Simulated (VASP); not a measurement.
# Mg (Im-3m) in VASP: notebook

The runs below take Mg through single point, with PBE.

All numbers are computed with VASP 6.6.1; they aren't measurements. Logs are shortened: lines on timing, memory, paths and dates and some standing lists are left out, and cuts for length are marked.

## Step 1: The crystal as given

It takes space group Im-3m (No. 229, cubic). Conventional cell: a = 3.596 Å, b = 3.596 Å, c = 3.596 Å, α = 90.00°, β = 90.00°, γ = 90.00°. Mg (site symmetry m-3m) is surrounded by 8 Mg at 3.11 Å.

The cell was built by a generator and needn't be a form met in nature.

## Step 2: Single point, PBE

The input, INCAR:

```
PREC = Accurate
ENCUT = 520
EDIFF = 1E-7
ISMEAR = 0
SIGMA = 0.05
LREAL = False
LASPH = True
NELM = 100
ALGO = Normal
ISIF = 2
LWAVE = False
LCHARG = True
GGA = PE
LELF = True
LVHAR = True
NBANDS = 7
```

The input, KPOINTS:

```
regular mesh
0
Gamma
  8 8 8
```

The input, POSCAR:

```
Mg
1.0
   -1.7982377300      1.7982377300      1.7982377300
    1.7982377300     -1.7982377300      1.7982377300
    1.7982377300      1.7982377300     -1.7982377300
Mg
1
Direct
    0.0000000000      0.0000000000      0.0000000000
```

Potentials or basis: VASP PAW PBE potentials, release 64 (Mg).

On the command line:

```bash
$ cat potpaw_PBE.64/Mg/POTCAR > POTCAR
$ mpirun -np 1 vasp_std > vasp.out
```

OUTCAR:

```text
PREC = Accurate
   ENCUT = 520
   EDIFF = 1E-7
   ISMEAR = 0
   LREAL = False
   LASPH = True
   NELM = 100
   ISIF = 2
   GGA = PE

 ion  position               nearest neighbor table
   1  0.000  0.000  0.000-

  LATTYP: Found a body centered cubic cell.
 ALAT       =     3.5964754600

  Lattice vectors:

 A1 = (  -1.7982377300,   1.7982377300,   1.7982377300)
 A2 = (   1.7982377300,  -1.7982377300,   1.7982377300)
 A3 = (   1.7982377300,   1.7982377300,  -1.7982377300)

Analysis of symmetry for initial positions (statically):
=====================================================================
 Subroutine PRICEL returns:
 Original cell was already a primitive cell.

 Routine SETGRP: Setting up the symmetry group for a
 body centered cubic supercell.

 Subroutine GETGRP returns: Found 48 space group operations
 (whereof 48 operations were pure point group operations)
 out of a pool of 48 trial point group operations.

The static configuration has the point symmetry O_h .

Analysis of symmetry for dynamics (positions and initial velocities):
=====================================================================
 Subroutine PRICEL returns:
 Original cell was already a primitive cell.

 Routine SETGRP: Setting up the symmetry group for a
 body centered cubic supercell.

 Subroutine GETGRP returns: Found 48 space group operations
 (whereof 48 operations were pure point group operations)
 out of a pool of 48 trial point group operations.

The dynamic configuration has the point symmetry O_h .

 Subroutine INISYM returns: Found 48 space group operations
 (whereof 48 operations are pure point group operations),
 and found     1 'primitive' translations

----------------------------------------------------------------------------------------

                                     Primitive cell

  volume of cell :      23.2596

  direct lattice vectors                    reciprocal lattice vectors
    -1.798237730  1.798237730  1.798237730     0.000000000  0.278050000  0.278050000
     1.798237730 -1.798237730  1.798237730     0.278050000  0.000000000  0.278050000
     1.798237730  1.798237730 -1.798237730     0.278050000  0.278050000  0.000000000

  length of vectors
     3.114639112  3.114639112  3.114639112     0.393222080  0.393222080  0.393222080

  position of ions in fractional coordinates (direct lattice)
     0.000000000  0.000000000  0.000000000

  ion indices of the primitive-cell ions
   primitive index   ion index
                 1           1

----------------------------------------------------------------------------------------

 KPOINTS: regular mesh

Automatic generation of k-mesh.
 Grid dimensions read from file:
 generate k-points for:    8    8    8

 Generating k-lattice:

  Cartesian coordinates                     Fractional coordinates (reciprocal lattice)
     0.000000000  0.034756250  0.034756250     0.125000000  0.000000000  0.000000000
     0.034756250  0.000000000  0.034756250     0.000000000  0.125000000  0.000000000
     0.034756250  0.034756250  0.000000000     0.000000000  0.000000000  0.125000000

  Length of vectors
     0.049152760  0.049152760  0.049152760

  Shift w.r.t. Gamma in fractional coordinates (k-lattice)
     0.000000000  0.000000000  0.000000000

 Subroutine IBZKPT returns following result:
 ===========================================

 Found     29 irreducible k-points:

 Following reciprocal coordinates:
            Coordinates               Weight
  0.000000  0.000000  0.000000      1.000000
  0.125000  0.000000  0.000000     12.000000
  0.250000  0.000000  0.000000     12.000000
  0.375000  0.000000  0.000000     12.000000
  0.500000  0.000000  0.000000      6.000000
  0.125000  0.125000  0.000000     24.000000
[... 16 lines left out ...]
 -0.250000  0.250000  0.250000      6.000000
 -0.375000  0.375000  0.250000     24.000000
 [... further k-points ...]
   k-points           NKPTS =     29   k-points in BZ     NKDIM =     29   number of bands    NBANDS=      7
   number of dos      NEDOS =    301   number of ions     NIONS =      1
   total plane-waves  NPLWV =  13824
   dimension x,y,z NGX =    24 NGY =   24 NGZ =   24
   dimension x,y,z NGXF=    48 NGYF=   48 NGZF=   48
   ions per type =               1
   NGX,Y,Z   is equivalent  to a cutoff of  12.81, 12.81, 12.81 a.u.
   NGXF,Y,Z  is equivalent  to a cutoff of  25.62, 25.62, 25.62 a.u.
 SYSTEM =  unknown system
   PREC   = accura    normal or accurate (medium, high low for compatibility)
   ISTART =      0    job   : 0-new  1-cont  2-samecut
   ICHARG =      2    charge: 1-file 2-atom 10-const
   ISPIN  =      1    spin polarized calculation?
   LNONCOLLINEAR =      F non collinear calculations
   LSORBIT =      F    spin-orbit coupling
   LASPH  =      T    aspherical Exc in radial PAW
   ENCUT  =  520.0 eV  38.22 Ry    6.18 a.u.   5.79  5.79  5.79*2*pi/ulx,y,z
   NELM   =    100;   NELMIN=  2; NELMDL= -5     # of ELM steps
   EDIFF  = 0.1E-06   stopping-criterion for ELM
   LREAL  =      F    real-space projection
   EDIFFG = 0.1E-05   stopping-criterion for IOM
   NSW    =      0    number of steps for IOM
   IBRION =     -1    ionic relax: 0-MD 1-quasi-New 2-CG
   NFREE  =      0    steps in history (QN), initial steepest desc. (CG)
   ISIF   =      2    stress and relaxation
   ISYM   =      2    0-nonsym 1-usesym 2-fastsym
   POTIM  = 0.5000    time-step for ionic-motion
   TEBEG  =    0.0;   TEEND  =   0.0 temperature during run
   PSTRESS=    0.0 pullay stress
   NELECT =       2.0000    total number of electrons
   NUPDOWN=      -1.0000    fix difference up-down
   EMIN   =  10.00;   EMAX   =-10.00  energy-range for DOS
   EFERMI =   0.00;   METHOD = LEGACY
   ISMEAR =     0;   SIGMA  =   0.05  broadening in eV -4-tet -1-fermi 0-gaus
   EFERMI_NEDOS =   21; number of points for ismear=-14 and -15
   IALGO  =     38    algorithm
   IMIX   =      4    mixing-type and parameters
     AMIX     =   0.40;   BMIX     =  1.00
     AMIX_MAG =   1.60;   BMIX_MAG =  1.00
  volume/ion in A,a.u.               =      23.26       156.96
  Fermi-wavevector in a.u.,A,eV,Ry     =   0.722577  1.365473  7.103849  0.522118
  Thomas-Fermi vector in A             =   1.812575
   LORBIT       =      0    0 simple, 1 ext, 2 COOP (PROOUT), +10 PAW based schemes
   GGA     = PE    functional components
   LHFCALC =     F    Hartree Fock is set to
   AEXX    =    0.0000 exact exchange contribution
   IVDW    =     0    specifies the selected vdW correction
   LEPSILON=     F    determine dielectric tensor
   LRPA    =     F    only Hartree local field effects (RPA)
 non-spin polarized calculation
 Gauss-broadening in eV      SIGMA  =   0.05
  energy-cutoff  :      520.00
  volume of cell :       23.26
 maximum number of plane-waves:       638
   NGX = 11   NGY = 11   NGZ = 11

 number of electron       2.0000000 magnetization

 Free energy of the ion-electron system (eV)
  ---------------------------------------------------
  ext. energy  EPLUGINS =         0.00000000
  ---------------------------------------------------
  free energy    TOTEN  =        -1.46896727 eV

  energy without entropy =       -1.46819847  energy(sigma->0) =       -1.46858287

 E-fermi :   2.4469     XC(G=0):  -8.4548

 val. band max:        2.3640659237   @ k =  -0.3750   0.5000   0.2500
 cond. band min:       2.4520244455   @ k =   0.5000   0.5000   0.2500
 fundamental gap:      0.0879585218
 Fermi energy:         2.4468793849

 k-point     1 :       0.0000    0.0000    0.0000
  band No.  band energies     occupation
      1      -4.3067      2.00000
      2      15.5098      0.00000
      3      15.5098      0.00000
      4      15.5098      0.00000
      5      17.5120      0.00000
      6      17.5120      0.00000
      7      17.5157      0.00000

 k-point     2 :       0.1250    0.0000    0.0000
  band No.  band energies     occupation
      1      -3.9426      2.00000
      2      12.3311      0.00000
      3      14.1632      0.00000
      4      14.2577      0.00000
      5      15.5367      0.00000
      6      16.2280      0.00000
      7      17.9989      0.00000

 k-point     3 :       0.2500    0.0000    0.0000
  band No.  band energies     occupation
      1      -2.8582      2.00000
      2       8.1625      0.00000
      3      12.5395      0.00000
      4      12.9103      0.00000
      5      13.9592      0.00000
      6      15.1292      0.00000
      7      19.0819      0.00000

 k-point     4 :       0.3750    0.0000    0.0000
  band No.  band energies     occupation
      1      -1.0783      2.00000
      2       4.4918      0.00000
      3      11.5093      0.00000
      4      12.0835      0.00000
      5      13.0079      0.00000
      6      14.2746      0.00000
      7      20.4072      0.00000

 k-point     5 :       0.5000    0.0000    0.0000
  band No.  band energies     occupation
      1       1.1153      2.00000
      2       1.6660      2.00000
      3      11.1614      0.00000
      4      11.8076      0.00000
      5      12.6910      0.00000
      6      13.9616      0.00000
      7      21.5495      0.00000
[... 161 lines left out ...]
 k-point    22 :       0.2500    0.2500    0.2500
  band No.  band energies     occupation
      1       3.7821      0.00000
      2       3.7821      0.00000
      3       3.7821      0.00000
      4       5.5355      0.00000
      5      22.7657      0.00000
      6      22.7657      0.00000
      7      23.9538      0.00000

 k-point    23 :      -0.2500    0.2500    0.2500
  band No.  band energies     occupation
      1      -1.4305      2.00000
      2       8.9172      0.00000
      3       8.9172      0.00000
      4       9.4674      0.00000
      5      11.5369      0.00000
      6      18.3443      0.00000
      7      19.4450      0.00000

 k-point    24 :      -0.3750    0.3750    0.2500
  band No.  band energies     occupation
      1       0.3227      2.00000
      2       5.7812      0.00000
      3       7.9692      0.00000
      4       9.2629      0.00000
      5      11.7521      0.00000
      6      16.6313      0.00000
      7      18.2013      0.00000

 [... further k-points ...]

------------------------ aborting loop because EDIFF is reached ----------------------------------------

  FORCE on cell =-STRESS in cart. coord.  units (eV):
  Direction    XX          YY          ZZ          XY          YZ          ZX
  --------------------------------------------------------------------------------------
  -------------------------------------------------------------------------------------
  Total       -0.1083041     -0.1083041     -0.1083041      0.0000000     -0.0000000      0.0000000
  in kB       -7.4602616     -7.4602616     -7.4602616      0.0000000     -0.0000000      0.0000000
  external PRESSURE =      -7.4602616 kB  Pullay stress =       0.0000000 kB

 VOLUME and BASIS-vectors are now :
 -----------------------------------------------------------------------------
  energy-cutoff  :      520.00
  volume of cell :       23.26
      direct lattice vectors                 reciprocal lattice vectors
    -1.798237730  1.798237730  1.798237730     0.000000000  0.278050000  0.278050000
     1.798237730 -1.798237730  1.798237730     0.278050000  0.000000000  0.278050000
     1.798237730  1.798237730 -1.798237730     0.278050000  0.278050000  0.000000000

 POSITION                                       TOTAL-FORCE (eV/Angst)
 -----------------------------------------------------------------------------------
      0.00000      0.00000      0.00000        -0.000000      0.000000     -0.000000
 -----------------------------------------------------------------------------------
    total drift:                                0.000000      0.000000      0.000000

  FREE ENERGIE OF THE ION-ELECTRON SYSTEM (eV)
  ---------------------------------------------------
  free  energy   TOTEN  =        -1.4689672692 eV

  energy  without entropy=       -1.4681984706  energy(sigma->0) =       -1.46858287
```

It took 4.5 s on 1 thread of Intel Xeon 6975P-C (Granite Rapids), shared host; peak memory 0.13 GiB.

Results:

```
Free energy            : -1.4690 eV
Pressure               : -0.7 GPa
Band gap on the k mesh : none (metal or under the smearing width)
```

## Step 3: Single point, PBE, non-collinear spin, zero start, spin-orbit coupling

This run uses another cell than the first one, of 22.94 Å³/atom, 0.986 times its volume.

The input, INCAR:

```
SYSTEM = Mg
PREC = Accurate ; ENCUT = 520
EDIFF = 1E-6 ; ISMEAR = 0
SIGMA = 0.05 ; LREAL = .False.
LASPH = .True. ; NELM = 150
ALGO = Fast ; ISIF = 2
LWAVE = .False. ; LCHARG = .True.
MAGMOM = 0 0 0 ; LORBIT = 11
LSORBIT = .True. ; GGA_COMPAT = .False.
LORBMOM = .True. ; GGA = PE
LVHAR = .True. ; NBANDS = 13
```

The input, KPOINTS:

```
Automatic mesh
0
Gamma
  16 16 16
  0 0 0
```

The input, POSCAR:

```
Mg
1.0
   -1.7900017546      1.7900017546      1.7900017546
    1.7900017546     -1.7900017546      1.7900017546
    1.7900017546      1.7900017546     -1.7900017546
Mg
1
Direct
    0.0000000000      0.0000000000      0.0000000000
```

Potentials or basis: VASP PAW PBE potentials, release 64 (Mg).

On the command line:

```bash
$ cat potpaw_PBE.64/Mg/POTCAR > POTCAR
$ mpirun -np 1 vasp_ncl > vasp.out
```

OUTCAR:

```text
SYSTEM = Mg
   PREC = Accurate
   ENCUT = 520
   EDIFF = 1E-6
   ISMEAR = 0
   LREAL = .False.
   LASPH = .True.
   NELM = 150
   ISIF = 2
   LORBIT = 11
   LSORBIT = .True.
   GGA = PE

 ion  position               nearest neighbor table
   1  0.000  0.000  0.000-

  LATTYP: Found a body centered cubic cell.
 ALAT       =     3.5800035092

  Lattice vectors:

 A1 = (  -1.7900017546,   1.7900017546,   1.7900017546)
 A2 = (   1.7900017546,  -1.7900017546,   1.7900017546)
 A3 = (   1.7900017546,   1.7900017546,  -1.7900017546)

Analysis of symmetry for initial positions (statically):
=====================================================================
 Subroutine PRICEL returns:
 Original cell was already a primitive cell.

 Routine SETGRP: Setting up the symmetry group for a
 body centered cubic supercell.

 Subroutine GETGRP returns: Found 48 space group operations
 (whereof 48 operations were pure point group operations)
 out of a pool of 48 trial point group operations.

The static configuration has the point symmetry O_h .

Analysis of symmetry for dynamics (positions and initial velocities):
=====================================================================
 Subroutine PRICEL returns:
 Original cell was already a primitive cell.

 Routine SETGRP: Setting up the symmetry group for a
 body centered cubic supercell.

 Subroutine GETGRP returns: Found 48 space group operations
[... 589 lines left out ...]

 orbital moment (x)

 # of ion     p       d       tot
 ----------------------------------------
  1         0.000  -0.000  -0.000
 ----------------------------------------
            0.000  -0.000  -0.000

 orbital moment (y)

 # of ion     p       d       tot
 ----------------------------------------
  1         0.000   0.000   0.000
 ----------------------------------------
            0.000   0.000   0.000

 orbital moment (z)

 # of ion     p       d       tot
 ----------------------------------------
  1         0.000   0.000   0.000
 ----------------------------------------
            0.000   0.000   0.000

 Spin-Orbit-Coupling matrix elements

 Ion:    1  E_soc:     -0.0000349
 l=   1
     0.0000000    -0.0000058    -0.0000058
    -0.0000058     0.0000000    -0.0000058
    -0.0000058    -0.0000058     0.0000000
 l=   2
     0.0000000     0.0000000     0.0000000     0.0000000     0.0000000
     0.0000000     0.0000000     0.0000000     0.0000000     0.0000000
     0.0000000     0.0000000     0.0000000     0.0000000     0.0000000
     0.0000000     0.0000000     0.0000000     0.0000000     0.0000000
     0.0000000     0.0000000     0.0000000     0.0000000     0.0000000
 l=   3
     0.0000000     0.0000000     0.0000000     0.0000000     0.0000000     0.0000000     0.0000000
     0.0000000     0.0000000     0.0000000     0.0000000     0.0000000     0.0000000     0.0000000
     0.0000000     0.0000000     0.0000000     0.0000000     0.0000000     0.0000000     0.0000000
     0.0000000     0.0000000     0.0000000     0.0000000     0.0000000     0.0000000     0.0000000
     0.0000000     0.0000000     0.0000000     0.0000000     0.0000000     0.0000000     0.0000000
     0.0000000     0.0000000     0.0000000     0.0000000     0.0000000     0.0000000     0.0000000
     0.0000000     0.0000000     0.0000000     0.0000000     0.0000000     0.0000000     0.0000000

 total charge

# of ion       s       p       d       tot
------------------------------------------
    1        0.211   0.123   0.012   0.346

 magnetization (x)

# of ion       s       p       d       tot
------------------------------------------
    1        0.000  -0.000   0.000   0.000

 magnetization (y)

# of ion       s       p       d       tot
------------------------------------------
    1       -0.000  -0.000   0.000  -0.000

 magnetization (z)

# of ion       s       p       d       tot
------------------------------------------
    1        0.000  -0.000   0.000   0.000
```

stdout:

```text
POSCAR found type information on POSCAR Mg
 POSCAR found :  1 types and       1 ions
 scaLAPACK will be used
 LDA part: xc-table for (Slater+PW92), standard interpolation
 POSCAR, INCAR and KPOINTS ok, starting setup
 FFT: planning ... GRIDC
 FFT: planning ... GRID_SOFT
 FFT: planning ... GRID
 WAVECAR not read
 entering main loop
```

It took 24 s on 1 thread of Intel Xeon 6975P-C (Granite Rapids), shared host; peak memory 0.23 GiB.

Results:

* Free energy: -1.4775 eV
* Pressure: -0.1 GPa
* Net moment: 0.00 μB per cell
* Valence electrons inside the program's atomic spheres: Mg 0.35

Moments on the atoms (μB; x, y, z):
```
Mg  0.00 0.00 0.00
```

## Step 4: Single point, PBE, non-collinear spin, zero start, spin-orbit coupling

This run uses another cell than the first one, of 22.85 Å³/atom, 0.982 times its volume.

The input, INCAR:

```
SYSTEM = Mg
  PREC = Accurate
  ENCUT = 520
  EDIFF = 1E-6
  ISMEAR = 0
  SIGMA = 0.05
  LREAL = .FALSE.
  LASPH = .TRUE.
  NELM = 150
  ALGO = Fast
  ISIF = 2
  LWAVE = .FALSE.
  LCHARG = .FALSE.
  MAGMOM = 0 0 0
  LORBIT = 11
  LSORBIT = .TRUE.
  GGA_COMPAT = .FALSE.
  LORBMOM = .TRUE.
  GGA = PE
  NBANDS = 13
```

The input, KPOINTS:

```
regular mesh
0
G
  16 16 16
  0 0 0
```

The input, POSCAR:

```
Mg
1.0
   -1.7876214303      1.7876214303      1.7876214303
    1.7876214303     -1.7876214303      1.7876214303
    1.7876214303      1.7876214303     -1.7876214303
Mg
1
Direct
    0.0000000000      0.0000000000      0.0000000000
```

On the command line:

```bash
$ cat potpaw_PBE.64/Mg/POTCAR > POTCAR
$ mpirun -np 1 vasp_ncl > vasp.out
```

Wall time 24 s (1 thread of Intel Xeon 6975P-C (Granite Rapids), shared host); peak memory 0.23 GiB.

Results (log left out):

- Free energy: -1.4776 eV
- Pressure: 0.0 GPa
- Net moment: 0.00 μB per cell
- Valence electrons inside the program's atomic spheres: Mg 0.35

Moments on the atoms (μB; x, y, z):
```
Mg  0.00 0.00 0.00
```

## Step 5: Summary

| spin | cell | k mesh | pressure (GPa) | moment (μB) |
| --- | --- | --- | --- | --- |
| off | Im-3m, 23.26 Å³/atom | 8 × 8 × 8 | -0.7 | - |
| non-collinear, zero start, SOC | Im-3m, 22.94 Å³/atom | 16 × 16 × 16 | -0.1 | 0.00 |
| non-collinear, zero start, SOC | Im-3m, 22.85 Å³/atom | 16 × 16 × 16 | 0.0 | 0.00 |

Alike in all rows: task single point; level PBE; potentials or basis VASP PAW PBE potentials, release 64 (Mg); cutoff (eV) 520; smearing gaussian 0.05 eV.

Total energies depend on the potentials used, so only differences within one code and one set of settings carry meaning.
